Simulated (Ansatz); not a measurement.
# Te (Te, beta-Sn type): the cost of one run

Computed with Ansatz 0.2.0 (DFT RPBE, plane waves (420 eV) with PAW, scalar-relativistic; PBE-made PAW files, unless a step says otherwise).

### 1 The system as given

It takes space group I4_1/amd (No. 141, tetragonal). The conventional cell has a = 6.053 Å, b = 6.053 Å, c = 3.305 Å, α = 90.00°, β = 90.00°, γ = 90.00°. Around Te (site symmetry -4m2) lie 6 Te at 3.14 to 3.31 Å.

As a file:

```cif
data_structure
_symmetry_space_group_name_H-M 'P 1'
_symmetry_Int_Tables_number 1
_cell_length_a 4.5883
_cell_length_b 4.5883
_cell_length_c 4.5883
_cell_angle_alpha 97.454
_cell_angle_beta 97.454
_cell_angle_gamma 137.779
_cell_volume 60.56
loop_
_atom_site_label
_atom_site_type_symbol
_atom_site_fract_x
_atom_site_fract_y
_atom_site_fract_z
_atom_site_occupancy
Te1 Te 0.00000 0.00000 0.00000 1
Te2 Te 0.75000 0.25000 0.50000 1
```

### 2 Geometry optimisation

input.yaml reads:

```yaml
crystal:
  lattice:
    - [-3.0267059219, 3.0267059219, 1.6525814334]
    - [3.0267059219, -3.0267059219, 1.6525814334]
    - [3.0267059219, 3.0267059219, -1.6525814334]
  atoms:
    - { symbol: Te, position: [0.0, 0.0, 0.0] }
    - { symbol: Te, position: [0.75, 0.25, 0.5] }
hamiltonian:
  xc: rpbe
  pseudopotentials:
    kind: paw
    azcp:
      Te: "pseudopotentials/Te.paw.azcp"
basis:
  ecutwfc: 420
  fft_grid_basis: typed
kpoints:
  mp_grid: { grid: [11, 11, 8], shift: [0, 0, 0] }
magnetization:
  spin_polarized: false
scf:
  occupations: { method: fermi_dirac, width: 0.1 }
relax:
  max_steps: 60
  f_tol: 0.01
  cell: {}
output:
  write_density: true
  write_potential: true
  elf: true
  volumetric_format: npy
```

**Question.** How long does this run take on 2 threads of Arm Neoverse V1, shared host, and how much memory does it need?

About 6.5 min, with a peak of 0.77 GiB.
